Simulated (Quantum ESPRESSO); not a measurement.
# Nb (Fm-3m) in Quantum ESPRESSO: further runs

The runs below take Nb through phonons, phonon dispersion, with PBEsol, PBE, LDA.

All numbers are computed with Quantum ESPRESSO 7.5; they aren't measurements. Logs are shortened: lines on timing, memory, paths and dates and some standing lists are left out, and cuts for length are marked.

**1. The crystal as given**

It takes space group Fm-3m (No. 225, cubic). The conventional cell has a = 4.230 Å, b = 4.230 Å, c = 4.230 Å, α = 90.00°, β = 90.00°, γ = 90.00°. Nb (site symmetry m-3m) is surrounded by 12 Nb at 2.99 Å.

This isn't the form of Nb at room conditions, which is bcc.

**2. Phonons, PBEsol**

Contents of pw.in:

```
&CONTROL
  calculation = 'scf'
  prefix = 'pwscf'
  outdir = './tmp'
  pseudo_dir = './pseudo'
  tprnfor = .true.
  tstress = .true.
  disk_io = 'low'
/
&SYSTEM
  ibrav = 0
  nat = 1
  ntyp = 1
  ecutwfc = 45
  ecutrho = 360
  nbnd = 12
  occupations = 'smearing'
  smearing = 'gaussian'
  degauss = 0.01999163
/
&ELECTRONS
  conv_thr = 2d-10
  electron_maxstep = 120
  mixing_beta = 0.5
/
ATOMIC_SPECIES
Nb    92.9064 nb_pbesol_v1.uspp.F.UPF
CELL_PARAMETERS angstrom
   0.0000000000    2.1150000000    2.1150000000
   2.1150000000    0.0000000000    2.1150000000
   2.1150000000    2.1150000000    0.0000000000
ATOMIC_POSITIONS crystal
Nb     0.0000000000    0.0000000000    0.0000000000
K_POINTS automatic
11 11 11 0 0 0
```

Contents of relax.in:

```
&CONTROL
  calculation = 'vc-relax'
  prefix = 'pwscf'
  outdir = './tmp'
  pseudo_dir = './pseudo'
  tprnfor = .true.
  tstress = .true.
  disk_io = 'low'
  nstep = 40
  forc_conv_thr = 0.0001
  etot_conv_thr = 1d-06
/
&SYSTEM
  ibrav = 0
  nat = 1
  ntyp = 1
  ecutwfc = 45
  ecutrho = 360
  nbnd = 12
  occupations = 'smearing'
  smearing = 'gaussian'
  degauss = 0.01999163
/
&ELECTRONS
  conv_thr = 2d-10
  electron_maxstep = 120
  mixing_beta = 0.5
/
&IONS
  ion_dynamics = 'bfgs'
/
&CELL
  cell_dynamics = 'bfgs'
  press = 0
  press_conv_thr = 0.2
/
ATOMIC_SPECIES
Nb    92.9064 nb_pbesol_v1.uspp.F.UPF
CELL_PARAMETERS angstrom
   0.0000000000    2.1150000000    2.1150000000
   2.1150000000    0.0000000000    2.1150000000
   2.1150000000    2.1150000000    0.0000000000
ATOMIC_POSITIONS crystal
Nb     0.0000000000    0.0000000000    0.0000000000
K_POINTS automatic
11 11 11 0 0 0
```

Contents of scf2.in:

```
&CONTROL
  calculation = 'scf'
  prefix = 'pwscf'
  outdir = './tmp'
  pseudo_dir = './pseudo'
  tprnfor = .true.
  tstress = .true.
  disk_io = 'low'
/
&SYSTEM
  ibrav = 0
  nat = 1
  ntyp = 1
  ecutwfc = 45
  ecutrho = 360
  nbnd = 12
  occupations = 'smearing'
  smearing = 'gaussian'
  degauss = 0.01999163
/
&ELECTRONS
  conv_thr = 1d-13
  electron_maxstep = 120
  mixing_beta = 0.5
  startingpot = 'file'
  startingwfc = 'file'
/
ATOMIC_SPECIES
Nb    92.9064 nb_pbesol_v1.uspp.F.UPF
CELL_PARAMETERS angstrom
   0.0000000000    2.0818822943    2.0818822943
   2.0818822943    0.0000000000    2.0818822943
   2.0818822943    2.0818822943    0.0000000000
ATOMIC_POSITIONS crystal
Nb     0.0000000000    0.0000000000    0.0000000000
K_POINTS automatic
11 11 11 0 0 0
```

Contents of ph.in:

```
phonons of Nb
&INPUTPH
  prefix = 'pwscf'
  outdir = './tmp'
  tr2_ph = 1d-18
  fildyn = 'dyn'
  niter_ph = 90
  alpha_mix(1) = 0.4
/
0.5303300859 0.5303300859 0.0000000000
```

Potentials or basis: GBRV 1.5 PBEsol.

Launch:

```console
$ OMP_NUM_THREADS=1 pw.x -in pw.in > pw.out
$ OMP_NUM_THREADS=1 pw.x -in relax.in > relax.out
$ OMP_NUM_THREADS=1 pw.x -in scf2.in > scf2.out
$ OMP_NUM_THREADS=1 ph.x -in ph.in > ph.out
```

pw.out:

```text
This program is part of the open-source Quantum ESPRESSO suite
     for quantum simulation of materials; please cite
[... 9 lines left out ...]
     --------------------
     sticks:   dense  smooth     PW     G-vecs:    dense   smooth      PW
     Sum         793     397    127                14649     5161     965

     Using Slab Decomposition

     bravais-lattice index     =            0
     lattice parameter (alat)  =       5.6523  a.u.
     unit-cell volume          =     127.6902 (a.u.)^3
     number of atoms/cell      =            1
     number of atomic types    =            1
     number of electrons       =        13.00
     number of Kohn-Sham states=           12
     kinetic-energy cutoff     =      45.0000  Ry
     charge density cutoff     =     360.0000  Ry
     scf convergence threshold =      2.0E-10
     mixing beta               =       0.5000
     number of iterations used =            8  plain     mixing
     Exchange-correlation= SLA  PW   PSX  PSC
                           (   1   4  10   8   0   0   0)

     celldm(1)=   5.652287  celldm(2)=   0.000000  celldm(3)=   0.000000
     celldm(4)=   0.000000  celldm(5)=   0.000000  celldm(6)=   0.000000

     crystal axes: (cart. coord. in units of alat)
               a(1) = (   0.000000   0.707107   0.707107 )
               a(2) = (   0.707107   0.000000   0.707107 )
               a(3) = (   0.707107   0.707107   0.000000 )

     reciprocal axes: (cart. coord. in units 2 pi/alat)
               b(1) = ( -0.707107  0.707107  0.707107 )
               b(2) = (  0.707107 -0.707107  0.707107 )
               b(3) = (  0.707107  0.707107 -0.707107 )

     PseudoPot. # 1 for Nb read from file:
     nb_pbesol_v1.uspp.F.UPF
     Pseudo is Ultrasoft + core correction, Zval = 13.0
     Generated by new atomic code, or converted to UPF format
     Using radial grid of  887 points,  6 beta functions with:
                l(1) =   0
                l(2) =   0
                l(3) =   1
                l(4) =   1
                l(5) =   2
                l(6) =   2
     Q(r) pseudized with  6 coefficients,  rinner =    1.000   1.000   1.000
                                                       1.000   1.000

     atomic species   valence    mass     pseudopotential
     Nb               13.00    92.90640     Nb( 1.00)

     48 Sym. Ops., with inversion, found

   Cartesian axes

     site n.     atom                  positions (alat units)
         1        Nb     tau(   1) = (   0.0000000   0.0000000   0.0000000  )

     number of k points=    56  Gaussian smearing, width (Ry)=  0.0200
                       cart. coord. in units 2pi/alat
        k(    1) = (   0.0000000   0.0000000   0.0000000), wk =   0.0015026
        k(    2) = (   0.0642824   0.0642824  -0.0642824), wk =   0.0120210
        k(    3) = (   0.1285649   0.1285649  -0.1285649), wk =   0.0120210
        k(    4) = (   0.1928473   0.1928473  -0.1928473), wk =   0.0120210
        k(    5) = (   0.2571297   0.2571297  -0.2571297), wk =   0.0120210
        k(    6) = (   0.3214122   0.3214122  -0.3214122), wk =   0.0120210
[... 48 lines left out ...]
        k(   55) = (  -0.0642824  -0.4499770   0.7071068), wk =   0.0360631
        k(   56) = (   0.0000000  -0.3856946   0.6428243), wk =   0.0360631

     Dense  grid:    14649 G-vectors     FFT dimensions: (  36,  36,  36)

     Smooth grid:     5161 G-vectors     FFT dimensions: (  25,  25,  25)

     Check: negative core charge=   -0.000001

     Initial potential from superposition of free atoms

     starting charge      12.9975, renormalised to      13.0000
     Starting wfcs are   13 randomized atomic wfcs

     Self-consistent Calculation

     iteration #  1     ecut=    45.00 Ry     beta= 0.50
     Davidson diagonalization with overlap
     ethr =  1.00E-02,  avg # of iterations =  4.5

     Threshold (ethr) on eigenvalues was too large:
     Diagonalizing with lowered threshold

     Davidson diagonalization with overlap
     ethr =  8.14E-04,  avg # of iterations =  1.1

     total energy              =    -117.88772712 Ry
     estimated scf accuracy    <       0.10694619 Ry

     iteration #  2     ecut=    45.00 Ry     beta= 0.50
     Davidson diagonalization with overlap
     ethr =  8.23E-04,  avg # of iterations =  2.0

     total energy              =    -117.90178258 Ry
     estimated scf accuracy    <       0.00397380 Ry

     iteration #  3     ecut=    45.00 Ry     beta= 0.50
     Davidson diagonalization with overlap
     ethr =  3.06E-05,  avg # of iterations =  2.8

     total energy              =    -117.90212187 Ry
     estimated scf accuracy    <       0.00042469 Ry
[... 19 lines left out ...]
     total energy              =    -117.90214614 Ry
     estimated scf accuracy    <       0.00000002 Ry

     iteration #  7     ecut=    45.00 Ry     beta= 0.50
     Davidson diagonalization with overlap
     ethr =  1.73E-10,  avg # of iterations =  2.0

     total energy              =    -117.90214615 Ry
     estimated scf accuracy    <          9.5E-10 Ry

     iteration #  8     ecut=    45.00 Ry     beta= 0.50
     Davidson diagonalization with overlap
     ethr =  7.32E-12,  avg # of iterations =  2.2

     End of self-consistent calculation

          k = 0.0000 0.0000 0.0000 (   645 PWs)   bands (ev):

   -37.5053 -12.9412 -12.9412 -12.9412  10.9787  17.2928  17.2928  17.2928
    19.8567  19.8567  28.9692  33.6532

          k = 0.0643 0.0643-0.0643 (   640 PWs)   bands (ev):

   -37.4905 -13.0398 -12.9534 -12.9534  11.2800  17.0662  17.4279  17.4279
    19.7416  19.7416  29.5643  32.5408

          k = 0.1286 0.1286-0.1286 (   646 PWs)   bands (ev):

   -37.4507 -13.2988 -12.9861 -12.9861  12.0751  16.6293  17.6658  17.6658
    19.6474  19.6474  30.3485  31.5032

          k = 0.1928 0.1928-0.1928 (   640 PWs)   bands (ev):

   -37.3981 -13.6267 -13.0286 -13.0286  12.9616  16.5499  17.6052  17.6052
    20.1009  20.1009  29.1031  32.2424
[... 83 lines left out ...]
   -37.2930 -13.9943 -13.3273 -13.1604  14.2358  15.9184  17.3820  18.0146
    21.6868  23.6747  26.8755  30.7259

          k =-0.1286-0.3857 0.3857 (   651 PWs)   bands (ev):

   -37.3027 -13.9400 -13.3521 -13.1202  14.3604  16.1197  17.0595  17.9765
    20.7487  23.5973  27.8658  30.9972

          k =-0.0643-0.3214 0.3214 (   643 PWs)   bands (ev):

   -37.3354 -13.7857 -13.3167 -13.0667  14.2968  16.1918  16.6086  18.1589
    19.5882  22.7372  29.5292  31.9456

          k = 0.0000-0.2571 0.2571 (   644 PWs)   bands (ev):

   -37.3804 -13.5948 -13.2141 -13.0168  13.5582  15.9944  17.2144  18.5405
    18.5903  21.4995  30.4589  33.0187

          k = 0.3857 0.0000-0.0000 (   648 PWs)   bands (ev):

   -37.3628 -13.5933 -13.1815 -13.1815  13.4863  15.0594  17.7971  19.3929
    19.3929  20.8683  32.8963  33.1722

          k = 0.4500 0.0643-0.0643 (   646 PWs)   bands (ev):

   -37.3254 -13.7544 -13.2528 -13.2296  13.7989  14.7832  17.6881  19.6730
    20.6153  21.4153  31.0137  32.1881

          k = 0.5143 0.1286-0.1286 (   656 PWs)   bands (ev):

   -37.2924 -13.8736 -13.3626 -13.2488  14.0523  14.9149  17.4423  19.4288
    21.9925  22.5901  28.4342  31.7417
[... 23 lines left out ...]
   -37.2737 -13.9392 -13.3600 -13.3132  13.5234  14.2441  18.9907  20.8284
    22.0178  22.3882  28.7792  29.9163

          k =-0.0643-0.5785 0.5785 (   652 PWs)   bands (ev):

   -37.2599 -13.9259 -13.4939 -13.3013  13.7742  14.5605  18.3904  20.3829
    21.9832  24.6959  26.6666  30.5510

          k =-0.0000-0.5143 0.5143 (   660 PWs)   bands (ev):

   -37.2612 -13.8151 -13.6518 -13.2546  14.2554  15.1405  17.4973  19.7229
    21.3629  25.1876  27.0348  29.8007

          k = 0.6428-0.0000 0.0000 (   652 PWs)   bands (ev):

   -37.2594 -14.0114 -13.3484 -13.3484  13.2146  13.9515  20.4242  21.7422
    22.1476  22.1476  28.6521  28.6521

          k =-0.0000-0.6428 0.6428 (   648 PWs)   bands (ev):

   -37.2543 -14.0053 -13.4002 -13.3440  13.3202  14.0572  19.8030  21.4104
    22.2604  23.4505  27.6294  28.9229

          k = 0.2571 0.1286 0.0000 (   645 PWs)   bands (ev):

   -37.4185 -13.4022 -13.1059 -13.0204  12.7423  16.0452  17.6656  18.2715
    18.8273  20.5118  31.2750  32.2134

          k = 0.3214 0.1928-0.0643 (   642 PWs)   bands (ev):

   -37.3713 -13.6438 -13.1915 -13.0590  13.6303  15.8663  17.1066  18.3416
    19.4207  21.4217  30.2716  32.8468

          k = 0.3857 0.2571-0.1286 (   643 PWs)   bands (ev):

   -37.3276 -13.8697 -13.2478 -13.1068  14.0682  16.2757  16.7425  18.0477
    20.5693  22.4927  28.8175  31.2543

          k =-0.2571-0.3857 0.5143 (   655 PWs)   bands (ev):

   -37.3014 -14.0034 -13.2738 -13.1406  14.0977  16.1578  17.4122  17.8356
    21.4734  23.2963  27.2797  30.4528
[... 13 lines left out ...]
   -37.2869 -13.9042 -13.4125 -13.2144  14.5351  15.4826  16.7662  18.8030
    21.5147  23.9800  27.3606  31.5981

          k =-0.1286-0.3857 0.5143 (   658 PWs)   bands (ev):

   -37.2802 -13.9130 -13.4680 -13.2024  14.7856  15.4518  16.9091  18.5697
    21.3529  24.6775  26.8189  31.1967

          k =-0.0643-0.3214 0.4500 (   653 PWs)   bands (ev):

   -37.2965 -13.8486 -13.4572 -13.1574  14.9320  15.7165  16.2900  18.6659
    20.5030  23.8918  28.5220  31.1813

          k = 0.0000-0.2571 0.3857 (   643 PWs)   bands (ev):

   -37.3306 -13.7523 -13.3530 -13.1014  14.5410  15.6932  16.4049  18.8315
    19.5040  22.7867  29.9846  32.2900

          k = 0.5143 0.1286 0.0000 (   656 PWs)   bands (ev):

   -37.2944 -13.8558 -13.3393 -13.2713  13.8847  14.5971  17.8097  20.4729
    20.8404  22.5155  29.8232  30.5913

          k =-0.1286-0.5143 0.6428 (   658 PWs)   bands (ev):

   -37.2710 -13.8901 -13.4564 -13.2972  14.0918  14.8069  17.5360  20.0214
    21.7274  24.1385  27.7615  30.2558

          k =-0.0643-0.4500 0.5785 (   656 PWs)   bands (ev):

   -37.2628 -13.8304 -13.6034 -13.2780  14.4479  15.2423  17.0936  19.4228
    21.6429  25.6726  26.5371  30.1817

          k = 0.0000-0.3857 0.5143 (   657 PWs)   bands (ev):

   -37.2723 -13.7659 -13.6561 -13.2235  15.0120  15.5173  16.4064  19.0710
    20.9735  24.7184  28.8324  29.0996

          k =-0.0643-0.5785 0.7071 (   656 PWs)   bands (ev):

   -37.2589 -13.9661 -13.4044 -13.3516  13.5390  14.2504  18.9800  21.0100
    22.1497  23.7062  28.3187  28.5988

          k =-0.0000-0.5143 0.6428 (   654 PWs)   bands (ev):

   -37.2548 -13.9077 -13.5159 -13.3378  13.8825  14.6526  18.1501  20.2426
    22.1612  25.3303  26.8398  29.3642

          k =-0.1928-0.4500 0.7071 (   656 PWs)   bands (ev):

   -37.2847 -13.8318 -13.4784 -13.2393  14.7408  15.3362  16.3331  19.5565
    20.8629  24.0501  28.9298  30.0888

          k =-0.1286-0.3857 0.6428 (   652 PWs)   bands (ev):

   -37.2669 -13.8157 -13.5845 -13.2841  14.8631  15.5300  16.3247  19.1570
    21.5551  25.3733  27.3010  30.0434

          k =-0.0643-0.4500 0.7071 (   658 PWs)   bands (ev):

   -37.2574 -13.8430 -13.5519 -13.3549  14.3022  15.1164  17.1432  19.6374
    22.1529  25.5447  28.1871  28.2124

          k = 0.0000-0.3857 0.6428 (   666 PWs)   bands (ev):

   -37.2559 -13.7399 -13.6773 -13.3491  14.5810  15.6825  16.4641  19.1368
    22.1532  26.4935  27.1008  28.7386

     the Fermi energy is    17.2037 ev

!    total energy              =    -117.90214615 Ry
     estimated scf accuracy    <          1.6E-11 Ry
     smearing contrib. (-TS)   =      -0.00415040 Ry
     internal energy E=F+TS    =    -117.89799575 Ry

     The total energy is F=E-TS. E is the sum of the following terms:
     one-electron contribution =     -18.21060794 Ry
     hartree contribution      =      15.49865595 Ry
     xc contribution           =     -18.25257693 Ry
     ewald contribution        =     -96.93346683 Ry

     convergence has been achieved in   8 iterations

     Forces acting on atoms (cartesian axes, Ry/au):

     atom    1 type  1   force =     0.00000000    0.00000000    0.00000000

     Total force =     0.000000     Total SCF correction =     0.000000

     Computing stress (Cartesian axis) and pressure

          total   stress  (Ry/bohr**3)                   (kbar)     P=      -75.40
  -0.00051254   0.00000000   0.00000000          -75.40        0.00        0.00
   0.00000000  -0.00051254   0.00000000            0.00      -75.40        0.00
   0.00000000   0.00000000  -0.00051254            0.00        0.00      -75.40

=------------------------------------------------------------------------------=
   JOB DONE.
=------------------------------------------------------------------------------=
```

Wall time 5.1 min (1 thread of Intel Xeon Platinum 8375C at 2.90GHz (Ice Lake), shared host); peak memory 0.09 GiB.

Results:

| Quantity | Value |
| --- | --- |
| Free energy | -1604.1602 eV |
| Relaxed volume | 18.05 Å³/atom |
| Relaxed cell | a = 2.944 Å, b = 2.944 Å, c = 2.944 Å, α = 60.00°, β = 60.00°, γ = 60.00° |
| Space group after relaxing (to 0.05 Å) | Fm-3m (No. 225) |
| Pressure after relaxing | 0.0 GPa |
| Band gap on the k mesh | none (metal or under the smearing width) |
| Highest phonon frequency at the q point run | 190 cm⁻¹ |

The path:
```
step  energy change (eV)  largest force (eV/Å)  pressure (GPa)  volume (Å³)
   1              0.0000                0.0000           -7.54        18.92
   2             -0.0207                0.0000           -1.49        18.20
   3             -0.0214                0.0000            0.11        18.04
   4             -0.0214                0.0000            0.00        18.05
```

Final structure:
```
CELL_PARAMETERS angstrom
0.00000 2.08188 2.08188
2.08188 0.00000 2.08188
2.08188 2.08188 0.00000
ATOMIC_POSITIONS crystal
Nb 0.00000 0.00000 0.00000
```

Phonon frequencies in cm⁻¹ (negative: imaginary):
```csv
q point,frequencies
"(0.375, 0.375, 0.750)",104 183 190
```

Phonon modes at q = (0.375, 0.375, 0.750) in reciprocal lattice units:
```tsv
mode	symmetry	cm⁻¹
1	B_1	104
2	A_1	183
3	B_2	190
```

Caveat: the q point doesn't lie on the k mesh, which can shift a metal's frequencies strongly unless the mesh is converged.

(Part 1 of 3 ends here.)
